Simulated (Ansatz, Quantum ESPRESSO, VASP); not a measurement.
Ni: programs and potentials compared

```
CELL_PARAMETERS angstrom
0.00000 1.73757 1.73757
1.73757 0.00000 1.73757
1.73757 1.73757 0.00000
ATOMIC_POSITIONS crystal
Ni 0.00000 0.00000 0.00000
```

Alike in all runs: task band structure; functional PBE; k mesh 13 × 13 × 13; occupations fermi-dirac, width 0.05 eV; collinear spin, ferromagnetic start; no spin-orbit coupling. Pressure is positive in compression and, in plane waves, holds the error of the finite cutoff.

```csv
program and potentials,plane-wave cutoff (eV),notes,pressure (GPa),net moment per atom (μB)
"VASP, PBE PAW files Ni, 500 eV",500,10 valence electrons an atom on average,7.97,0.62
"Ansatz, all-electron LAPW, scalar-relativistic",-,-,8.06,0.63
"VASP, PBE PAW files Ni, release 54, 520 eV",520,10 valence electrons an atom on average,7.95,0.62
"Quantum ESPRESSO, PseudoDojo 0.4.1 SR PBE standard",1333,18 valence electrons an atom on average,8.27,0.63
"VASP, PBE PAW files Ni_pv, 520 eV",520,16 valence electrons an atom on average,?,?
"VASP, PBE PAW files Ni_sv_GW, 600 eV",600,18 valence electrons an atom on average,4.33,0.63
"VASP, PBE PAW files Ni_GW, 550 eV",550,10 valence electrons an atom on average,6.87,0.63
```

Estimate from the other rows what the run with VASP, PBE PAW files Ni_pv, 520 eV gave.

Pressure 5.76 GPa; net moment per atom 0.63 μB. The other rows, which needn't bracket it: pressure 4.33 to 8.27; net moment per atom 0.62 to 0.63.
